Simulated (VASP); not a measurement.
The system is Au.

```
Au
1.0
    -1.61981    1.61981    1.61981
     1.61981   -1.61981    1.61981
     1.61981    1.61981   -1.61981
Au
1
Direct
  0.00000 0.00000 0.00000
```

This isn't the form of Au at room conditions, which is fcc.

```yaml
Program: VASP 6.6.1
Task: relaxation of cell and atoms
Functional: PBE
Dispersion: D3(BJ)
Potentials_or_basis: VASP PAW PBE potentials, release 64 (Au)
Cutoff: 600 eV
k_mesh: 18 × 18 × 18
Occupations: gaussian, width 0.1 eV
Spin: no spin polarisation
```

At the start: pressure 2.6 GPa; volume 17.00 Å³/atom.

Where does the relaxation end?

Over 3 steps the energy falls by 2.1 meV/atom and the volume is 17.26 Å³/atom (+1.6 %); space group Im-3m (No. 229, to 0.05 Å).

The path:
```tsv
step	energy change (eV)	largest force (eV/Å)	pressure (GPa)	volume (Å³)
1	0.0000	0.0000	2.63	17.00
2	0.0031	0.0000	-3.76	17.70
3	-0.0021	0.0000	-0.01	17.26
```

Final structure:
```
CELL_PARAMETERS angstrom
-1.62815 1.62815 1.62815
1.62815 -1.62815 1.62815
1.62815 1.62815 -1.62815
ATOMIC_POSITIONS crystal
Au 0.00000 0.00000 0.00000
```

Caveat: pairwise dispersion overbinds metals, which lowers pressure and volume.
